## Definition and size of the effect

The band gap is the energy between the highest filled and the lowest empty band state of a crystal. It was read here from density-functional bands of ZnSe along a path through the Brillouin zone, with the same atomic positions for each functional and without spin-orbit coupling. The column "gap on path" allows the two states to have different crystal momenta, while "direct gap on path" requires the same momentum. The two columns agree in every row, so the gap is direct.

Three sizes stand out on this fixed cell. Adding density gradients to the functional changes the gap by 0.1 to 0.2 eV. Adding the kinetic-energy density, as r2SCAN does, widens it by a further 0.6 eV over PBE. A potential designed for gaps, TB-mBJ, adds another 0.9 eV.

VASP 6.6.1, plane-wave Kohn-Sham DFT with PAW potentials, for ZnSe (F-43m) in one fixed cell with a cubic edge of 5.641 Å, without spin polarisation or spin-orbit coupling. The plane-wave cutoff is 520 eV, the k mesh 8 × 8 × 8 and the Gaussian smearing 0.03 eV; gaps are read from bands along a path of special points.

```
functional                            potentials  gap on path (eV)  direct gap on path (eV)
       LDA  VASP-PAW-LDA-potentials,-recommended             1.125                    1.125
       PBE  VASP-PAW-PBE-potentials,-recommended             1.347                    1.347
    PBEsol  VASP-PAW-PBE-potentials,-recommended             1.226                    1.226
    r2SCAN  VASP-PAW-PBE-potentials,-recommended             1.928                    1.928
    TB-mBJ  VASP-PAW-PBE-potentials,-recommended             2.815                    2.815
```

The measured gap is roughly 2.8 eV at low temperature and about 0.1 eV smaller at room temperature. Both values lie in the blue, which is why ZnSe transmits yellow and red light. An LDA gap of 1.1 eV lies in the infrared and would make the crystal absorb the whole visible range.

## Why the first three functionals stay low

LDA, PBEsol and PBE each build one local potential from the electron density, and the last two also use its gradient. Every electron state, filled or empty, feels that same potential. The true gap, however, is the cost of removing one electron and adding another elsewhere. Theory shows that it exceeds the band gap of even the exact local potential by a jump, the derivative discontinuity, which these functionals do not supply. A large shortfall is thus expected of all three. In zinc compounds a second error adds to it: such functionals place the filled Zn 3d bands too high in energy, where they push up the Se 4p states at the top of the filled bands and narrow the gap.

The same picture shows how gradients act on the gap. If the potential changes by a small amount $\delta v$, first-order perturbation theory gives the change of the gap as

$$\delta E_\mathrm{gap} \approx \langle c|\delta v|c\rangle - \langle v|\delta v|v\rangle ,$$

where $c$ is the lowest empty and $v$ the highest filled state. Both states feel the same $\delta v$, so any part of it that is uniform over the crystal cancels. What remains depends on where the two states have their weight: the empty one is mainly s-like, the filled one mainly Se 4p. Neither the size nor the sign of the remainder follows from this argument. The table shows that the gradient corrections widen the gap modestly at this cell; TB-mBJ will show that a common potential can also move it a long way.

The size of the gradient correction can be used as a simple scale. The exchange part of the functional has a gradient coefficient of 0 in LDA, about 0.12 in PBEsol and about 0.22 in PBE. A straight line through the LDA and PBE gaps puts PBEsol at 1.25 eV, against a computed 1.23 eV. PBEsol did not enter the line, but the test is mild: the functionals also differ in correlation, and LDA uses its own atomic datasets.

## Why r2SCAN opens the gap

r2SCAN also depends on the kinetic-energy density $\tau$, which is built from the slopes of the filled orbitals. Its operator is then no longer a plain local potential. In atomic units it adds to the energy of a state $\psi_i$ the term

$$\frac{1}{2}\int \frac{\partial e_\mathrm{xc}}{\partial \tau}\,|\nabla\psi_i|^2\,\mathrm{d}^3r ,$$

where $e_\mathrm{xc}$ is the exchange-correlation energy per volume. The term differs from state to state, even for states that occupy the same region.

This lifts the restriction to one common potential. In r2SCAN the derivative is mostly positive, so of two orbitals in the same region the steeper one is raised more. How much each state at the gap gains depends on its slopes and on where they lie, and these separate contributions were not computed. Theory does say that band energies from such an operator can contain part of the missing discontinuity. If r2SCAN were instead forced into one common local potential, its gap would be expected to fall back towards that of PBE.

The band energies of PBE and r2SCAN do show how the bands move. With the top of the filled bands as zero, the highest filled band at the zone-boundary point L shifts by only about 0.02 eV. The lowest empty band there rises by 0.51 eV. Near the gap, the change is thus mostly a separation of empty from filled bands, with little stretching of the upper filled bands. The Zn 3d level that mixes with Se 4p at the zone centre sinks by only 0.15 eV against the top of the filled bands, so a weaker push from it is expected to explain little of the wider gap.

The simplest model of such a change is a rigid shift, which moves all empty bands up by one amount. Taking that amount from the gap itself, at the zone centre Γ, gives 0.58 eV. The model is fair at L but fails three quarters of the way from Γ to X, where the empty band rises by only 0.38 eV. A correction taken from the gap alone would therefore distort the energies of higher optical transitions. The uneven rise probably reflects the changing orbital character of the empty band, but this was not resolved.

## Why TB-mBJ comes highest

TB-mBJ returns to a local potential that is the same for all states, yet it gives the widest gap. The difference lies in its purpose. The other functionals define an energy, and their potential follows from it. TB-mBJ models the potential directly, and its parameters were adjusted to measured gaps of solids. The fit can thus make up for the missing jump within the band energies themselves, so the potential need not resemble the exact one.

Its exchange potential combines an attractive part with a positive term proportional to $\sqrt{\tau/\rho}$, where $\rho$ is the electron density. A weight $c$, computed from the crystal average of the density gradient divided by the density, sets the strength of both. When $c$ exceeds one, both parts grow. In a uniform electron gas the two changes would cancel; in a crystal the positive one tends to win where the density is low, which makes the potential less attractive there. Filled states gather near the atoms, while empty states reach further into the space between them, so the two are pushed apart. The value of $c$ in this calculation is not available, so this account rests on the form of the potential.

The price is that no total energy belongs to this potential. It cannot predict the lattice constant at which its own gap should be evaluated, so the structure has to come from another functional or from experiment. Its good gap is the result of a design for that one property and does not certify other properties.

## What the fixed cell does to the order

The order LDA, PBEsol, PBE holds for this cell and should not be carried over to relaxed crystals. The cell is almost free of stress in PBEsol. In LDA it is stretched, because LDA prefers a smaller crystal, and in PBE it is compressed. Since compression widens the gap of ZnSe, the shared cell lowers the LDA value and raises the PBE value relative to their own equilibrium.

The effect can be estimated from the computed pressure $P$ and a rough recalled pressure coefficient of 0.07 eV per GPa:

$$E_\mathrm{relaxed} \approx E_\mathrm{gap} - 0.07\,P .$$

For PBE, with a pressure of 3.32 GPa, this gives $1.347 - 0.07\times 3.32 = 1.115$ eV. For LDA the pressure is negative, $-2.25$ GPa, and the gap becomes $1.125 + 0.07\times 2.25 = 1.283$ eV.

The two functionals would thus probably change places, although no relaxed cell was computed to confirm it. The gradient step is of the same size as the effect of the lattice constant, so neither can be judged without the other. The step to r2SCAN is safer: the same estimate leaves its gap at about 1.9 eV, still well above the first three. When gaps from different sources are compared, the first question is therefore which cell was used.

## How close the best value really is

The TB-mBJ gap of 2.8 eV seems to reproduce experiment, but spin-orbit coupling is missing. In ZnSe it splits the top of the filled bands by roughly 0.4 eV and raises the upper part by a third of that. Every gap in the table would therefore shrink by about 0.13 eV.

With this correction TB-mBJ reaches about 96% of the rough measured gap, r2SCAN about 64% and LDA about 35%. TB-mBJ remains clearly the closest, but its agreement to the second digit owes something to the omitted coupling. The cell is also slightly smaller than the measured one, which is expected to lift every gap a little. For the other four functionals the correction makes the shortfall slightly larger, so spin-orbit coupling is not what separates them from experiment.

For a related semiconductor, the reasoning suggests asking what the functional can distinguish. Standard functionals of the density and its gradient can be expected to leave the gap far too small, and an operator that depends on the orbitals can recover part of the loss. A potential fitted to gaps may come close, but that says little about its other properties. Differences of a tenth or two of an electronvolt call for a check of the lattice constant before they are credited to the functional.
